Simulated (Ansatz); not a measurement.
Here is an Ansatz 0.2.0 calculation.

Contents of input.yaml:

```yaml
crystal:
  lattice:
    - [3.113, 0.0, 0.0]
    - [-1.5565, 2.695937082, 0.0]
    - [0.0, 0.0, 4.981]
  atoms:
    - { symbol: Al, position: [0.6666666667, 0.3333333333, 0.5] }
    - { symbol: Al, position: [0.3333333333, 0.6666666667, 0.0] }
    - { symbol: "N", position: [0.6666666667, 0.3333333333, 0.88] }
    - { symbol: "N", position: [0.3333333333, 0.6666666667, 0.38] }
hamiltonian:
  xc: revpbe
  pseudopotentials: { kind: paw }
kpoints:
  mp_grid: { grid: [7, 7, 5] }
scf:
  occupations: { method: fermi_dirac, width: 0.05 }
output:
  forces: true
  stress: true
  eigenvalues: true
relax:
  f_tol: 0.01
  max_steps: 40
  cell: { stress_tol: 0.05 }
```

Potentials or basis: Ansatz PAW.

Command:

```bash
$ ansatz run input.yaml --threads 2 --pin off --max-ram 5632MiB --backend cpu --events-out ev --progress --plain --runs-dir out
```

**Question.** Predict the space group after relaxing (to 0.05 Å).

**Answer.** P6_3mc (No. 186).

**Question.** What does it give for the relaxed cell?

**Answer.** a = 3.145 Å, b = 3.145 Å, c = 5.042 Å, α = 90.00°, β = 90.00°, γ = 120.00°.

Step by step:
```
step  energy change (eV)  largest force (eV/Å)  volume (Å³)
   1              0.0000                0.1363        41.80
   2             -0.0188                0.0936        42.48
   3             -0.0239                0.0331        43.12
   4             -0.0239                0.0025        43.13
   5             -0.0239                0.0007        43.14
   6             -0.0284                0.0007        43.14
   7             -0.0284                0.0000        43.18
   8             -0.0285                0.0001        43.18
```

Caveat: odd divisions of the mesh miss points on the zone boundary, where band edges often lie, so the gap on the mesh can be too wide; the plane-wave basis is chosen anew once the cell has moved, so the energies of steps on either side of that aren't comparable; the PAW data sets come from PBE, with cores solved anew for the run's functional, which leaves a small shift of forces and pressure. Zero-point motion and thermal expansion aren't in these numbers.
